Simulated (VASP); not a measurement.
# Te2Mo in VASP: single point with PBEsol+U

Aim: the single point of Te2Mo with PBEsol+U.

All numbers are computed with VASP 6.6.1; they aren't measurements. Logs are shortened: lines on timing, memory, paths and dates and some standing lists are left out, and cuts for length are marked.

### 1 Starting point

The cell holds a slab with vacuum, 12 atoms: a = 3.561 Å, b = 3.561 Å, c = 38.990 Å, α = 90.00°, β = 90.00°, γ = 120.00°.

### 2 Single point, PBEsol+U

INCAR reads:

```
SYSTEM = Te2Mo
PREC = Accurate
ENCUT = 520
EDIFF = 1E-6
ISMEAR = -1
SIGMA = 0.05
LREAL = .False.
LASPH = .True.
NELM = 80
ALGO = Fast
ISIF = 2
LWAVE = .False.
LCHARG = .False.
LMAXMIX = 4
LDAU = .True.
LDAUTYPE = 2
LDAUL = -1 2
LDAUU = 0 8
LDAUJ = 0 0
LDAUPRINT = 1
GGA = PS
NBANDS = 64
```

KPOINTS reads:

```
regular mesh
0
Gamma
  7 7 1
  0 0 0
```

POSCAR reads:

```
Te2Mo
1.0
    3.5613831954      0.0000000000      0.0000000000
   -1.7806915977      3.0842483198      0.0000000000
    0.0000000000      0.0000000000     38.9902681400
Te Mo
8 4
Direct
    0.3333333333      0.6666666667      0.3282231700
    0.3333333333      0.6666666667      0.9518180900
    0.6666666667      0.3333333333      0.1400809200
    0.6666666667      0.3333333333      0.7636306700
    0.6666666667      0.3333333333      0.0481819100
    0.6666666667      0.3333333333      0.6717768300
    0.3333333333      0.6666666667      0.2363693300
    0.3333333333      0.6666666667      0.8599190800
    0.6666666667      0.3333333333      0.2823380000
    0.6666666667      0.3333333333      0.9058588400
    0.3333333333      0.6666666667      0.0941411600
    0.3333333333      0.6666666667      0.7176620000
```

Potentials or basis: VASP PAW PBE potentials, release 64 (Te, Mo_sv).

Launch:

```
> cat potpaw_PBE.64/Te/POTCAR potpaw_PBE.64/Mo_sv/POTCAR > POTCAR
> mpirun -np 1 vasp_std > vasp.out
```

OUTCAR:

```text
SYSTEM = Te2Mo
   PREC = Accurate
   ENCUT = 520
   EDIFF = 1E-6
   ISMEAR = -1
   LREAL = .False.
   LASPH = .True.
   NELM = 80
   ISIF = 2
   GGA = PS

 ion  position               nearest neighbor table
   1  0.333  0.667  0.328-   9 2.73   9 2.73   9 2.73   7 3.58
   2  0.333  0.667  0.952-  10 2.73  10 2.73  10 2.73   8 3.58
   3  0.667  0.333  0.140-  11 2.73  11 2.73  11 2.73   5 3.58
   4  0.667  0.333  0.764-  12 2.73  12 2.73  12 2.73   6 3.58
   5  0.667  0.333  0.048-  11 2.73  11 2.73  11 2.73   3 3.58
   6  0.667  0.333  0.672-  12 2.73  12 2.73  12 2.73   4 3.58
   7  0.333  0.667  0.236-   9 2.73   9 2.73   9 2.73   1 3.58
   8  0.333  0.667  0.860-  10 2.73  10 2.73  10 2.73   2 3.58
   9  0.667  0.333  0.282-   1 2.73   1 2.73   1 2.73   7 2.73   7 2.73   7 2.73
  10  0.667  0.333  0.906-   8 2.73   8 2.73   8 2.73   2 2.73   2 2.73   2 2.73
  11  0.333  0.667  0.094-   3 2.73   3 2.73   3 2.73   5 2.73   5 2.73   5 2.73
  12  0.333  0.667  0.718-   6 2.73   6 2.73   6 2.73   4 2.73   4 2.73   4 2.73

  LATTYP: Found a hexagonal cell.
 ALAT       =     3.5613831954
 C/A-ratio  =    10.9480687701

  Lattice vectors:

 A1 = (   3.5613831954,   0.0000000000,   0.0000000000)
 A2 = (  -1.7806915977,   3.0842483198,   0.0000000000)
 A3 = (   0.0000000000,   0.0000000000,  38.9902681400)

Analysis of symmetry for initial positions (statically):
=====================================================================
 Subroutine PRICEL returns:
 Original cell was already a primitive cell.

 Routine SETGRP: Setting up the symmetry group for a
 hexagonal supercell.

 Subroutine GETGRP returns: Found 12 space group operations
 (whereof 12 operations were pure point group operations)
 out of a pool of 24 trial point group operations.

The static configuration has the point symmetry D_3d.

Analysis of symmetry for dynamics (positions and initial velocities):
=====================================================================
 Subroutine PRICEL returns:
 Original cell was already a primitive cell.

 Routine SETGRP: Setting up the symmetry group for a
 hexagonal supercell.

 Subroutine GETGRP returns: Found 12 space group operations
 (whereof 12 operations were pure point group operations)
 out of a pool of 24 trial point group operations.

The dynamic configuration has the point symmetry D_3d.

 Subroutine INISYM returns: Found 12 space group operations
 (whereof 12 operations are pure point group operations),
 and found     1 'primitive' translations

----------------------------------------------------------------------------------------

                                     Primitive cell

  volume of cell :     428.2765

  direct lattice vectors                    reciprocal lattice vectors
     3.561383195  0.000000000  0.000000000     0.280789779  0.162114054  0.000000000
    -1.780691598  3.084248320  0.000000000     0.000000000  0.324228109  0.000000000
     0.000000000  0.000000000 38.990268140     0.000000000  0.000000000  0.025647426

  length of vectors
     3.561383195  3.561383195 38.990268140     0.324228109  0.324228109  0.025647426

  position of ions in fractional coordinates (direct lattice)
     0.333333333  0.666666667  0.328223170
     0.333333333  0.666666667  0.951818090
     0.666666667  0.333333333  0.140080920
     0.666666667  0.333333333  0.763630670
     0.666666667  0.333333333  0.048181910
     0.666666667  0.333333333  0.671776830
     0.333333333  0.666666667  0.236369330
     0.333333333  0.666666667  0.859919080
     0.666666667  0.333333333  0.282338000
     0.666666667  0.333333333  0.905858840
     0.333333333  0.666666667  0.094141160
[... 62 lines left out ...]
   PREC   = accura    normal or accurate (medium, high low for compatibility)
   ISTART =      0    job   : 0-new  1-cont  2-samecut
   ICHARG =      2    charge: 1-file 2-atom 10-const
   ISPIN  =      1    spin polarized calculation?
   LNONCOLLINEAR =      F non collinear calculations
   LSORBIT =      F    spin-orbit coupling
   LASPH  =      T    aspherical Exc in radial PAW
   ENCUT  =  520.0 eV  38.22 Ry    6.18 a.u.   6.62  6.62 72.50*2*pi/ulx,y,z
   NELM   =     80;   NELMIN=  2; NELMDL= -5     # of ELM steps
   EDIFF  = 0.1E-05   stopping-criterion for ELM
   LREAL  =      F    real-space projection
   EDIFFG = 0.1E-04   stopping-criterion for IOM
   NSW    =      0    number of steps for IOM
   IBRION =     -1    ionic relax: 0-MD 1-quasi-New 2-CG
   NFREE  =      0    steps in history (QN), initial steepest desc. (CG)
   ISIF   =      2    stress and relaxation
   ISYM   =      2    0-nonsym 1-usesym 2-fastsym
   POTIM  = 0.5000    time-step for ionic-motion
   TEBEG  =    0.0;   TEEND  =   0.0 temperature during run
   PSTRESS=    0.0 pullay stress
   NELECT =     104.0000    total number of electrons
   NUPDOWN=      -1.0000    fix difference up-down
   EMIN   =  10.00;   EMAX   =-10.00  energy-range for DOS
   EFERMI =   0.00;   METHOD = LEGACY
   ISMEAR =    -1;   SIGMA  =   0.05  broadening in eV -4-tet -1-fermi 0-gaus
   EFERMI_NEDOS =   21; number of points for ismear=-14 and -15
   IALGO  =     68    algorithm
   IMIX   =      4    mixing-type and parameters
     AMIX     =   0.40;   BMIX     =  1.00
     AMIX_MAG =   1.60;   BMIX_MAG =  1.00
  volume/ion in A,a.u.               =      35.69       240.85
  Fermi-wavevector in a.u.,A,eV,Ry     =   1.021358  1.930086 14.193210  1.043171
  Thomas-Fermi vector in A             =   2.154978
   LORBIT       =      0    0 simple, 1 ext, 2 COOP (PROOUT), +10 PAW based schemes
 LDA+U is selected, type is set to LDAUTYPE =  2
   angular momentum for each species LDAUL =    -1    2
   U (eV)           for each species LDAUU =   0.0  8.0
   J (eV)           for each species LDAUJ =   0.0  0.0
   GGA     = PS    functional components
   LHFCALC =     F    Hartree Fock is set to
   AEXX    =    0.0000 exact exchange contribution
   IVDW    =     0    specifies the selected vdW correction
   LEPSILON=     F    determine dielectric tensor
   LRPA    =     F    only Hartree local field effects (RPA)
 non-spin polarized calculation
 RMM-DIIS sequential band-by-band and
  energy-cutoff  :      520.00
  volume of cell :      428.28
 maximum number of plane-waves:     11653
 NGX is ok and might be reduce to    28
   NGX = 13   NGY = 13   NGZ =145

atom =   9  type =  2  l = 2

 onsite density matrix

spin component  1
[... 116 lines left out ...]
  o =  0.3641  v =  0.0398 -0.0074  0.0000 -0.0003  0.9992  0.0000  0.0000  0.0000  0.0000  0.0000      0.0000  0.0000  0.0000  0.0000  0.0000  0.0000  0.0000  0.0000  0.0000  0.0000
  o =  0.3641  v =  0.0000  0.0000  0.0000  0.0000  0.0000  0.0398 -0.0074  0.0000 -0.0003  0.9992      0.0000  0.0000  0.0000  0.0000  0.0000  0.0000  0.0000  0.0000  0.0000  0.0000
  o =  0.3641  v =  0.0000  0.0000  0.0000  0.0000  0.0000  0.9992  0.0003 -0.0000 -0.0074 -0.0398      0.0000  0.0000  0.0000  0.0000  0.0000  0.0000  0.0000  0.0000  0.0000  0.0000
  o =  0.3641  v =  0.9992  0.0003 -0.0000 -0.0074 -0.0398  0.0000  0.0000  0.0000  0.0000  0.0000      0.0000  0.0000  0.0000  0.0000  0.0000  0.0000  0.0000  0.0000  0.0000  0.0000
  o =  0.3854  v =  0.0000  0.0000  1.0000 -0.0000 -0.0000  0.0000  0.0000  0.0000  0.0000  0.0000      0.0000  0.0000  0.0000  0.0000  0.0000  0.0000  0.0000  0.0000  0.0000  0.0000
  o =  0.3854  v =  0.0000  0.0000  0.0000  0.0000  0.0000  0.0000  0.0000  1.0000 -0.0000 -0.0000      0.0000  0.0000  0.0000  0.0000  0.0000  0.0000  0.0000  0.0000  0.0000  0.0000
  o =  0.3963  v = -0.0000  1.0000 -0.0000 -0.0000  0.0074  0.0000  0.0000  0.0000  0.0000  0.0000      0.0000  0.0000  0.0000  0.0000  0.0000  0.0000  0.0000  0.0000  0.0000  0.0000
  o =  0.3963  v =  0.0000  0.0000  0.0000  0.0000  0.0000 -0.0000  1.0000 -0.0000 -0.0000  0.0074      0.0000  0.0000  0.0000  0.0000  0.0000  0.0000  0.0000  0.0000  0.0000  0.0000
  o =  0.3963  v =  0.0000  0.0000  0.0000  0.0000  0.0000  0.0074  0.0000 -0.0000  1.0000  0.0000      0.0000  0.0000  0.0000  0.0000  0.0000  0.0000  0.0000  0.0000  0.0000  0.0000
  o =  0.3963  v =  0.0074  0.0000 -0.0000  1.0000  0.0000  0.0000  0.0000  0.0000  0.0000  0.0000      0.0000  0.0000  0.0000  0.0000  0.0000  0.0000  0.0000  0.0000  0.0000  0.0000

 number of electron     104.0000004 magnetization

 Free energy of the ion-electron system (eV)
  ---------------------------------------------------
  ext. energy  EPLUGINS =         0.00000000
  ---------------------------------------------------
  free energy    TOTEN  =       -40.42287825 eV

  energy without entropy =      -40.42287229  energy(sigma->0) =      -40.42287527

 E-fermi :   4.7019     XC(G=0):  -7.8648

 val. band max:        4.2026647041   @ k =   0.0000   0.0000   0.0000
 cond. band min:       5.3162279292   @ k =   0.2857   0.2857   0.0000
 fundamental gap:      1.1135632251
 Fermi energy:         4.7018942336

 k-point     1 :       0.0000    0.0000    0.0000
  band No.  band energies     occupation
      1     -57.4198      2.00000
      2     -57.4198      2.00000
      3     -57.4172      2.00000
      4     -57.4172      2.00000
      5     -31.5014      2.00000
      6     -31.5014      2.00000
[... 525 lines left out ...]
     63       6.4675      0.00000
     64       6.5217      0.00000

------------------------ aborting loop because EDIFF is reached ----------------------------------------

  FORCE on cell =-STRESS in cart. coord.  units (eV):
  Direction    XX          YY          ZZ          XY          YZ          ZX
  --------------------------------------------------------------------------------------
  -------------------------------------------------------------------------------------
  Total       -1.3575861     -1.3575861      3.3050440      0.0000000      0.0000000     -0.0000000
  in kB       -5.0787133     -5.0787133     12.3641301      0.0000000      0.0000000     -0.0000000
  external PRESSURE =       0.7355678 kB  Pullay stress =       0.0000000 kB

 VOLUME and BASIS-vectors are now :
 -----------------------------------------------------------------------------
  energy-cutoff  :      520.00
  volume of cell :      428.28
      direct lattice vectors                 reciprocal lattice vectors
     3.561383195  0.000000000  0.000000000     0.280789779  0.162114054  0.000000000
    -1.780691598  3.084248320  0.000000000     0.000000000  0.324228109  0.000000000
     0.000000000  0.000000000 38.990268140     0.000000000  0.000000000  0.025647426

 POSITION                                       TOTAL-FORCE (eV/Angst)
 -----------------------------------------------------------------------------------
     -0.00000      2.05617     12.79751        -0.000000      0.000000      0.294513
     -0.00000      2.05617     37.11164        -0.000000     -0.000000      0.342763
      1.78069      1.02808      5.46179         0.000000      0.000000      0.351708
      1.78069      1.02808     29.77416         0.000000      0.000000      0.344611
      1.78069      1.02808      1.87863         0.000000      0.000000     -0.342763
      1.78069      1.02808     26.19276         0.000000     -0.000000     -0.294513
     -0.00000      2.05617      9.21610         0.000000      0.000000     -0.344611
     -0.00000      2.05617     33.52848         0.000000     -0.000000     -0.351708
      1.78069      1.02808     11.00843         0.000000      0.000000     -0.014605
      1.78069      1.02808     35.31968         0.000000     -0.000000      0.008183
     -0.00000      2.05617      3.67059        -0.000000      0.000000     -0.008183
     -0.00000      2.05617     27.98183        -0.000000     -0.000000      0.014605
 -----------------------------------------------------------------------------------
    total drift:                                0.000000     -0.000000     -0.000000

  FREE ENERGIE OF THE ION-ELECTRON SYSTEM (eV)
  ---------------------------------------------------
  free  energy   TOTEN  =       -40.4228782476 eV

  energy  without entropy=      -40.4228722889  energy(sigma->0) =      -40.42287527
```

It took 13 min on 1 thread of Intel Xeon Platinum 8259CL at 2.50GHz (Skylake/Cascade Lake), shared host; peak memory 0.61 GiB.

Results:

- Free energy: -40.4229 eV
- Largest force: 0.352 eV/Å
- Band gap on the k mesh: 1.11 eV, indirect (least direct gap 1.23 eV)

Forces on the atoms (eV/Å):
```
Te   0.000  0.000  0.295
Te   0.000  0.000  0.343
Te   0.000  0.000  0.352
Te   0.000  0.000  0.345
Te   0.000  0.000 -0.343
Te   0.000  0.000 -0.295
Te   0.000  0.000 -0.345
Te   0.000  0.000 -0.352
Mo   0.000  0.000 -0.015
Mo   0.000  0.000  0.008
Mo   0.000  0.000 -0.008
Mo   0.000  0.000  0.015
```

Levels at points of the mesh, in eV from the valence-band top:
| k point | band 50 | band 51 | band 52 | band 53 | band 54 | band 55 |
| --- | --- | --- | --- | --- | --- | --- |
| (0.00, 0.00, 0.00) | -0.30 | -0.10 | 0.00 | 2.87 | 2.87 | 2.89 |

Eigenvalues of the final occupation matrices:
| site | spin | trace | eigenvalues |
| --- | --- | --- | --- |
| site 9 d | 1 | 1.91 | 0.36 0.36 0.39 0.40 0.40 |
| site 9 d | 2 | 1.91 | 0.36 0.36 0.39 0.40 0.40 |
| site 10 d | 1 | 1.91 | 0.36 0.36 0.39 0.40 0.40 |
| site 10 d | 2 | 1.91 | 0.36 0.36 0.39 0.40 0.40 |
| site 11 d | 1 | 1.91 | 0.36 0.36 0.39 0.40 0.40 |
| site 11 d | 2 | 1.91 | 0.36 0.36 0.39 0.40 0.40 |
| site 12 d | 1 | 1.91 | 0.36 0.36 0.39 0.40 0.40 |
| site 12 d | 2 | 1.91 | 0.36 0.36 0.39 0.40 0.40 |

Caveat: the PAW data sets were made with another functional, which shifts forces and pressure a little; spin-orbit coupling is left out, which moves the levels of the heavy elements; the U is typed as a test and isn't derived for this compound.
